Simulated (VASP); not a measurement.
# GaAs (F-43m) in VASP: further runs

Aim: see how the results for GaAs move with the level of theory and the settings. Levels: HSE06, PBEsol, PBE-based screened hybrid. Tasks: single point.

All numbers are computed with VASP 6.6.1; they aren't measurements. Logs are shortened: lines on timing, memory, paths and dates and some standing lists are left out, and cuts for length are marked.

**Experimental background.**

“Evidence of valence band perturbations in GaAsN/GaAs(001): A combined variable-angle spectroscopic ellipsometry and modulated photoreflectance investigation”, 2008, arxiv:0805.2212 reports, for a bulk crystal of GaAs at 300 K: band gap 1.418 ± 0.005 eV (direct).

The runs below are set against these values where they give the same quantity.

## 1. Starting point

Symmetry: F-43m, No. 216, cubic system. Conventional cell: a = 5.666 Å, b = 5.666 Å, c = 5.666 Å, α = 90.00°, β = 90.00°, γ = 90.00°. Around Ga (site symmetry -43m) lie 4 As at 2.45 Å. As (site symmetry -43m) has 4 Ga at 2.45 Å as nearest neighbours.

## 2. Single point, HSE06

POSCAR reads:

```
GaAs
1.0
    0.0000000000      2.8330831910      2.8330831910
    2.8330831910      0.0000000000      2.8330831910
    2.8330831910      2.8330831910      0.0000000000
Ga As
1 1
Direct
    0.0000000000      0.0000000000      0.0000000000
    0.2500000000      0.2500000000      0.2500000000
```

INCAR.step1 reads:

```
SYSTEM = GaAs
  ALGO = Normal
  EDIFF = 1E-5
  ENCUT = 520
  GGA = PE
  ISIF = 2
  ISMEAR = 0
  LASPH = .True.
  LREAL = .False.
  LWAVE = .True.
  NBANDS = 16
  NELM = 100
  PREC = Accurate
  SIGMA = 0.01
```

INCAR.step2 reads:

```
SYSTEM = GaAs
  ALGO = Normal
  EDIFF = 1E-6
  ENCUT = 520
  GGA = PE
  HFSCREEN = 0.2079
  ISIF = 2
  ISMEAR = 0
  ISTART = 1
  LASPH = .True.
  LCHARG = .True.
  LELF = .True.
  LHFCALC = .True.
  LREAL = .False.
  LVHAR = .True.
  LWAVE = .False.
  NBANDS = 16
  NELM = 100
  PREC = Accurate
  PRECFOCK = Normal
  SIGMA = 0.01
```

KPOINTS reads:

```
k-points
0
Gamma
  4 4 4
  0 0 0
```

Potentials or basis: VASP PAW PBE potentials, release 64 (Ga_d, As).

Started as:

```bash
cat potpaw_PBE.64/Ga_d/POTCAR potpaw_PBE.64/As/POTCAR > POTCAR
cp INCAR.step1 INCAR
mpirun -np 1 vasp_std > vasp.out
cp INCAR.step2 INCAR
mpirun -np 1 vasp_std > vasp.out
```

OUTCAR:

```text
SYSTEM = GaAs
   EDIFF = 1E-6
   ENCUT = 520
   GGA = PE
   HFSCREEN = 0.2079
   ISIF = 2
   ISMEAR = 0
   ISTART = 1
   LASPH = .True.
   LHFCALC = .True.
   LREAL = .False.
   NELM = 100
   PREC = Accurate
   PRECFOCK = Normal

 ion  position               nearest neighbor table
   1  0.000  0.000  0.000-   2 2.45   2 2.45   2 2.45   2 2.45
   2  0.250  0.250  0.250-   1 2.45   1 2.45   1 2.45   1 2.45

  LATTYP: Found a face centered cubic cell.
 ALAT       =     5.6661663820

  Lattice vectors:

 A1 = (   0.0000000000,   2.8330831910,   2.8330831910)
 A2 = (   2.8330831910,   0.0000000000,   2.8330831910)
 A3 = (   2.8330831910,   2.8330831910,   0.0000000000)

Analysis of symmetry for initial positions (statically):
=====================================================================
 Subroutine PRICEL returns:
 Original cell was already a primitive cell.

 Routine SETGRP: Setting up the symmetry group for a
 face centered cubic supercell.

 Subroutine GETGRP returns: Found 24 space group operations
 (whereof 24 operations were pure point group operations)
 out of a pool of 48 trial point group operations.

The static configuration has the point symmetry T_d .

Analysis of symmetry for dynamics (positions and initial velocities):
=====================================================================
 Subroutine PRICEL returns:
 Original cell was already a primitive cell.

 Routine SETGRP: Setting up the symmetry group for a
 face centered cubic supercell.

 Subroutine GETGRP returns: Found 24 space group operations
 (whereof 24 operations were pure point group operations)
 out of a pool of 48 trial point group operations.

The dynamic configuration has the point symmetry T_d .

 Subroutine INISYM returns: Found 24 space group operations
 (whereof 24 operations are pure point group operations),
 and found     1 'primitive' translations

----------------------------------------------------------------------------------------

                                     Primitive cell

  volume of cell :      45.4787

  direct lattice vectors                    reciprocal lattice vectors
     0.000000000  2.833083191  2.833083191    -0.176486169  0.176486169  0.176486169
     2.833083191  0.000000000  2.833083191     0.176486169 -0.176486169  0.176486169
     2.833083191  2.833083191  0.000000000     0.176486169  0.176486169 -0.176486169

  length of vectors
     4.006584672  4.006584672  4.006584672     0.305683012  0.305683012  0.305683012

  position of ions in fractional coordinates (direct lattice)
     0.000000000  0.000000000  0.000000000
     0.250000000  0.250000000  0.250000000

  ion indices of the primitive-cell ions
   primitive index   ion index
                 1           1
                 2           2

----------------------------------------------------------------------------------------

 KPOINTS: k-points

Automatic generation of k-mesh.
 Grid dimensions read from file:
 generate k-points for:    4    4    4

 Generating k-lattice:

  Cartesian coordinates                     Fractional coordinates (reciprocal lattice)
    -0.044121542  0.044121542  0.044121542     0.250000000  0.000000000  0.000000000
     0.044121542 -0.044121542  0.044121542     0.000000000  0.250000000  0.000000000
     0.044121542  0.044121542 -0.044121542     0.000000000  0.000000000  0.250000000

  Length of vectors
     0.076420753  0.076420753  0.076420753

  Shift w.r.t. Gamma in fractional coordinates (k-lattice)
     0.000000000  0.000000000  0.000000000

 Subroutine IBZKPT returns following result:
 ===========================================

 Found      8 irreducible k-points:

 Following reciprocal coordinates:
            Coordinates               Weight
  0.000000  0.000000  0.000000      1.000000
  0.250000  0.000000  0.000000      8.000000
  0.500000  0.000000  0.000000      4.000000
  0.250000  0.250000  0.000000      6.000000
  0.500000  0.250000  0.000000     24.000000
 -0.250000  0.250000  0.000000     12.000000
  0.500000  0.500000  0.000000      3.000000
 -0.250000  0.500000  0.250000      6.000000
   k-points           NKPTS =      8   k-points in BZ     NKDIM =     64   number of bands    NBANDS=     16
   number of dos      NEDOS =    301   number of ions     NIONS =      2
   total plane-waves  NPLWV =  27000
   dimension x,y,z NGX =    30 NGY =   30 NGZ =   30
   dimension x,y,z NGXF=    60 NGYF=   60 NGZF=   60
   ions per type =               1   1
   NGX,Y,Z   is equivalent  to a cutoff of  12.45, 12.45, 12.45 a.u.
   NGXF,Y,Z  is equivalent  to a cutoff of  24.90, 24.90, 24.90 a.u.
 SYSTEM =  GaAs
   PREC   = accura    normal or accurate (medium, high low for compatibility)
   ISTART =      1    job   : 0-new  1-cont  2-samecut
   ICHARG =      0    charge: 1-file 2-atom 10-const
   ISPIN  =      1    spin polarized calculation?
   LNONCOLLINEAR =      F non collinear calculations
   LSORBIT =      F    spin-orbit coupling
   LASPH  =      T    aspherical Exc in radial PAW
   ENCUT  =  520.0 eV  38.22 Ry    6.18 a.u.   7.45  7.45  7.45*2*pi/ulx,y,z
   NELM   =    100;   NELMIN=  2; NELMDL=  0     # of ELM steps
   EDIFF  = 0.1E-05   stopping-criterion for ELM
   LREAL  =      F    real-space projection
   EDIFFG = 0.1E-04   stopping-criterion for IOM
   NSW    =      0    number of steps for IOM
   IBRION =     -1    ionic relax: 0-MD 1-quasi-New 2-CG
   NFREE  =      0    steps in history (QN), initial steepest desc. (CG)
   ISIF   =      2    stress and relaxation
   ISYM   =      3    0-nonsym 1-usesym 2-fastsym
   POTIM  = 0.5000    time-step for ionic-motion
   TEBEG  =    0.0;   TEEND  =   0.0 temperature during run
   PSTRESS=    0.0 pullay stress
   NELECT =      18.0000    total number of electrons
   NUPDOWN=      -1.0000    fix difference up-down
   EMIN   =  10.00;   EMAX   =-10.00  energy-range for DOS
   EFERMI =   0.00;   METHOD = LEGACY
   ISMEAR =     0;   SIGMA  =   0.01  broadening in eV -4-tet -1-fermi 0-gaus
   EFERMI_NEDOS =   21; number of points for ismear=-14 and -15
   IALGO  =     38    algorithm
   IMIX   =      1    mixing-type and parameters
     AMIX     =   0.40;   BMIX     =  1.00
     AMIX_MAG =   1.60;   BMIX_MAG =  1.00
  volume/ion in A,a.u.               =      22.74       153.45
  Fermi-wavevector in a.u.,A,eV,Ry     =   1.201978  2.271408 19.657016  1.444750
  Thomas-Fermi vector in A             =   2.337772
   LORBIT       =      0    0 simple, 1 ext, 2 COOP (PROOUT), +10 PAW based schemes
   GGA     = PE    functional components
   LHFCALC =     T    Hartree Fock is set to
   PRECFOCK=normal    Normal, Fast or Accurate (Low or Medium for compatibility)
   ENCUT4O =  -1.0   cutoff for four orbital integrals eV
   NKREDX  =     1    reduce k-point grid by
   NKREDY  =     1    reduce k-point grid by
   NKREDZ  =     1    reduce k-point grid by
   AEXX    =    0.2500 exact exchange contribution
   HFSCREEN=    0.2079 screening length (either q_TF or 0.3 A-1)
   HFSCREENC=   0.2079 screening length for correlation (either q_TF or 0.3 A-1)
   ENCUTFOCK=  -1.0 apply spherical cutoff to Coloumb kernel
   IVDW    =     0    specifies the selected vdW correction
   LEPSILON=     F    determine dielectric tensor
   LRPA    =     F    only Hartree local field effects (RPA)
 non-spin polarized calculation
 Gauss-broadening in eV      SIGMA  =   0.01
  energy-cutoff  :      520.00
  volume of cell :       45.48
 maximum number of plane-waves:      1243
 NGX is ok and might be reduce to    30
  NGX = 24; NGY = 24; NGZ = 24

 number of electron      17.9999990 magnetization

 Free energy of the ion-electron system (eV)
  ---------------------------------------------------
  ext. energy  EPLUGINS =         0.00000000
  ---------------------------------------------------
  free energy    TOTEN  =        -9.71383557 eV

  energy without entropy =       -9.71383557  energy(sigma->0) =       -9.71383557

 E-fermi :   3.5098     XC(G=0):  -7.9247

 val. band max:        3.4583429451   @ k =   0.0000   0.0000   0.0000
 cond. band min:       4.8722215819   @ k =   0.0000   0.0000   0.0000
 fundamental gap:      1.4138786368
 Fermi energy:         3.5097535648

 k-point     1 :       0.0000    0.0000    0.0000
  band No.  band energies     occupation
      1     -13.9192      2.00000
      2     -13.9192      2.00000
      3     -13.9192      2.00000
      4     -13.8399      2.00000
      5     -13.8399      2.00000
      6     -10.4247      2.00000
      7       3.4583      2.00000
      8       3.4583      2.00000
      9       3.4583      2.00000
     10       4.8722      0.00000
     11       8.0044      0.00000
     12       8.0044      0.00000
     13       8.0044      0.00000
     14      12.0384      0.00000
     15      14.5355      0.00000
     16      14.5355      0.00000

 k-point     2 :       0.2500    0.0000    0.0000
  band No.  band energies     occupation
      1     -13.9451      2.00000
      2     -13.9091      2.00000
      3     -13.9091      2.00000
      4     -13.8399      2.00000
      5     -13.8399      2.00000
      6      -9.6842      2.00000
      7      -0.8989      2.00000
      8       2.7461      2.00000
      9       2.7461      2.00000
     10       5.7238      0.00000
     11       8.9129      0.00000
     12       8.9129      0.00000
     13      10.3702      0.00000
     14      13.3831      0.00000
     15      13.3982      0.00000
     16      13.3982      0.00000

 k-point     3 :       0.5000    0.0000    0.0000
  band No.  band energies     occupation
      1     -13.9697      2.00000
      2     -13.9013      2.00000
      3     -13.9013      2.00000
      4     -13.8375      2.00000
      5     -13.8375      2.00000
      6      -8.5240      2.00000
      7      -3.6888      2.00000
      8       2.2415      2.00000
      9       2.2415      2.00000
     10       5.2387      0.00000
     11       8.9231      0.00000
     12       8.9231      0.00000
     13      12.1215      0.00000
     14      15.0185      0.00000
     15      16.4663      0.00000
     16      16.4663      0.00000

 k-point     4 :       0.2500    0.2500    0.0000
  band No.  band energies     occupation
      1     -13.9624      2.00000
      2     -13.8981      2.00000
      3     -13.8981      2.00000
      4     -13.8494      2.00000
      5     -13.8346      2.00000
      6      -9.4276      2.00000
      7      -0.8154      2.00000
      8       1.6670      2.00000
      9       1.6670      2.00000
     10       6.1574      0.00000
     11       7.5545      0.00000
     12      11.0540      0.00000
     13      11.0540      0.00000
     14      11.8322      0.00000
     15      15.5907      0.00000
     16      16.0084      0.00000

 k-point     5 :       0.5000    0.2500    0.0000
  band No.  band energies     occupation
      1     -13.9811      2.00000
      2     -13.8918      2.00000
      3     -13.8879      2.00000
      4     -13.8494      2.00000
      5     -13.8343      2.00000
      6      -8.2045      2.00000
      7      -3.2677      2.00000
      8       0.0388      2.00000
      9       1.2823      2.00000
     10       6.3878      0.00000
     11       9.0723      0.00000
     12      10.5849      0.00000
     13      11.3942      0.00000
     14      14.9839      0.00000
     15      16.5897      0.00000
     16      17.2099      0.00000

 k-point     6 :      -0.2500    0.2500    0.0000
  band No.  band energies     occupation
      1     -13.9687      2.00000
      2     -13.8979      2.00000
      3     -13.8971      2.00000
      4     -13.8416      2.00000
      5     -13.8400      2.00000
      6      -8.6566      2.00000
      7      -2.5670      2.00000
      8      -0.1037      2.00000
      9       2.1666      2.00000
     10       7.0162      0.00000
     11      10.0000      0.00000
     12      10.0666      0.00000
     13      10.1826      0.00000
     14      12.7096      0.00000
     15      14.9480      0.00000
     16      17.3053      0.00000

 k-point     7 :       0.5000    0.5000    0.0000
  band No.  band energies     occupation
      1     -13.9990      2.00000
      2     -13.8762      2.00000
      3     -13.8762      2.00000
      4     -13.8610      2.00000
      5     -13.8292      2.00000
      6      -7.7081      2.00000
      7      -3.8743      2.00000
      8       0.5866      2.00000
      9       0.5866      2.00000
     10       5.5623      0.00000
     11       5.8204      0.00000
     12      14.9267      0.00000
     13      14.9267      0.00000
     14      15.6682      0.00000
     15      17.8807      0.00000
     16      17.8995      0.00000

 k-point     8 :      -0.2500    0.5000    0.2500
  band No.  band energies     occupation
      1     -13.9865      2.00000
      2     -13.8920      2.00000
      3     -13.8788      2.00000
      4     -13.8501      2.00000
      5     -13.8365      2.00000
      6      -7.6503      2.00000
      7      -3.6568      2.00000
      8      -0.3177      2.00000
      9      -0.0859      2.00000
     10       8.9246      0.00000
     11       9.0634      0.00000
     12       9.8399      0.00000
     13      10.3258      0.00000
     14      15.7862      0.00000
     15      16.8706      0.00000
     16      17.9173      0.00000

------------------------ aborting loop because EDIFF is reached ----------------------------------------

  FORCE on cell =-STRESS in cart. coord.  units (eV):
  Direction    XX          YY          ZZ          XY          YZ          ZX
  --------------------------------------------------------------------------------------
  -------------------------------------------------------------------------------------
  Total        0.2201347      0.2201347      0.2201347     -0.0000000     -0.0000000     -0.0000000
  in kB        7.7551671      7.7551671      7.7551671     -0.0000000     -0.0000000     -0.0000000
  external PRESSURE =       7.7551671 kB  Pullay stress =       0.0000000 kB

 VOLUME and BASIS-vectors are now :
 -----------------------------------------------------------------------------
  energy-cutoff  :      520.00
  volume of cell :       45.48
      direct lattice vectors                 reciprocal lattice vectors
     0.000000000  2.833083191  2.833083191    -0.176486169  0.176486169  0.176486169
     2.833083191  0.000000000  2.833083191     0.176486169 -0.176486169  0.176486169
     2.833083191  2.833083191  0.000000000     0.176486169  0.176486169 -0.176486169

 POSITION                                       TOTAL-FORCE (eV/Angst)
 -----------------------------------------------------------------------------------
      0.00000      0.00000      0.00000        -0.000000     -0.000000     -0.000000
      1.41654      1.41654      1.41654         0.000000      0.000000      0.000000
 -----------------------------------------------------------------------------------
    total drift:                               -0.000058     -0.000070     -0.000048

  FREE ENERGIE OF THE ION-ELECTRON SYSTEM (eV)
  ---------------------------------------------------
  free  energy   TOTEN  =        -9.7138355747 eV

  energy  without entropy=       -9.7138355747  energy(sigma->0) =       -9.71383557
```

It took 3.2 min on 1 thread of Intel Xeon 6975P-C (Granite Rapids), shared host; peak memory 0.28 GiB.

Results:

```
Free energy            : -9.7138 eV
Pressure               : 0.8 GPa
Band gap on the k mesh : 1.41 eV, direct
```

Caveat: the k mesh is coarse (spacing up to 0.48 Å⁻¹), so the values aren't converged, least of all with exact exchange; the PAW data sets were made with another functional, which shifts forces and pressure a little. A k mesh can miss the band edges.

## 3. Single point, PBEsol

INCAR reads:

```
SYSTEM = GaAs
PREC = Accurate
ENCUT = 520
EDIFF = 1E-6
ISMEAR = 0
SIGMA = 0.01
LREAL = .FALSE.
LASPH = .TRUE.
NELM = 100
ALGO = Fast
ISIF = 2
LWAVE = .FALSE.
LCHARG = .TRUE.
GGA = PS
LELF = .TRUE.
LVHAR = .TRUE.
NBANDS = 16
```

KPOINTS reads:

```
regular mesh
0
G
  6 6 6
  0 0 0
```

POSCAR is that of step 2.

Potentials or basis: VASP PAW PBE potentials, release 64 (Ga_d, As).

Started as:

```bash
cat potpaw_PBE.64/Ga_d/POTCAR potpaw_PBE.64/As/POTCAR > POTCAR
mpirun -np 1 vasp_std > vasp.out
```

Run time: 7.1 s. Hardware: 1 thread of Intel Xeon 6975P-C (Granite Rapids), shared host; peak memory 0.16 GiB.

It converged, with:

```
Free energy            : -9.0661 eV
Pressure               : -0.2 GPa
Band gap on the k mesh : 0.40 eV, direct
```

Levels at points of the mesh, in eV from the valence-band top:
```csv
k point,band 7,band 8,band 9,band 10,band 11,band 12
"(0.00, 0.00, 0.00)",0.00,0.00,0.00,0.40,3.68,3.68
"(0.50, 0.00, 0.00)",-6.65,-1.14,-1.14,0.91,4.58,4.58
"(0.50, 0.50, 0.00)",-6.83,-2.68,-2.68,1.36,1.57,10.07
```

Caveat: the PAW data sets were made with another functional, which shifts forces and pressure a little.

## 4. Single point, PBE-based screened hybrid

POSCAR is that of step 3.

INCAR.step1 reads:

```
SYSTEM = GaAs
PREC     = Accurate       ! precision mode
ENCUT    = 520            ! plane-wave cutoff, eV
EDIFF    = 1E-5           ! SCF threshold, eV
ISMEAR   = 0              ! smearing method
SIGMA    = 0.01           ! smearing width, eV
LREAL    = .FALSE.        ! projectors in reciprocal space
LASPH    = .TRUE.         ! aspherical terms in the spheres
NELM     = 100            ! most SCF steps
ALGO     = Normal         ! electronic algorithm
ISIF     = 2              ! what is computed and relaxed
LWAVE    = .TRUE.         ! write WAVECAR
LCHARG   = .FALSE.        ! write CHGCAR
GGA      = PE             ! functional
NBANDS   = 16             ! bands
```

INCAR.step2 reads:

```
SYSTEM = GaAs
PREC     = Accurate       ! precision mode
ENCUT    = 520            ! plane-wave cutoff, eV
EDIFF    = 1E-6           ! SCF threshold, eV
ISMEAR   = 0              ! smearing method
SIGMA    = 0.01           ! smearing width, eV
LREAL    = .FALSE.        ! projectors in reciprocal space
LASPH    = .TRUE.         ! aspherical terms in the spheres
NELM     = 100            ! most SCF steps
ALGO     = Normal         ! electronic algorithm
ISIF     = 2              ! what is computed and relaxed
LWAVE    = .FALSE.        ! write WAVECAR
LCHARG   = .FALSE.        ! write CHGCAR
GGA      = PE             ! functional
LHFCALC  = .TRUE.         ! exact exchange
AEXX     = 0.35           ! exact-exchange fraction
HFSCREEN = 0.2078         ! screening, 1/A
PRECFOCK = Normal       
ISTART   = 1            
NBANDS   = 16             ! bands
```

KPOINTS reads:

```
regular mesh
0
G
  4 4 4
  0 0 0
```

Started as:

```bash
cat potpaw_PBE.64/Ga_d/POTCAR potpaw_PBE.64/As/POTCAR > POTCAR
cp INCAR.step1 INCAR
mpirun -np 1 vasp_std > vasp.out
cp INCAR.step2 INCAR
mpirun -np 1 vasp_std > vasp.out
```

Run time: 3.2 min. Hardware: 1 thread of Intel Xeon 6975P-C (Granite Rapids), shared host; peak memory 0.28 GiB.

Results (log left out):

```yaml
Free_energy: -10.4208 eV
Pressure: -0.2 GPa
Band_gap_on_the_k_mesh: 1.83 eV, direct
```

Levels at points of the mesh, in eV from the valence-band top:
```csv
k point,band 6,band 7,band 8,band 9,band 10,band 11,band 12,band 13
"(0.00, 0.00, 0.00)",-14.35,0.00,0.00,0.00,1.83,4.90,4.90,4.90
"(0.50, 0.00, 0.00)",-12.39,-7.34,-1.25,-1.25,2.13,5.82,5.82,9.04
"(0.50, 0.50, 0.00)",-11.54,-7.52,-2.95,-2.95,2.38,2.67,12.03,12.03
```

Caveat: the k mesh is coarse (spacing up to 0.48 Å⁻¹), so the values aren't converged; the PAW data sets were made with another functional, which shifts forces and pressure a little.

(Continued in part 2 of 2.)
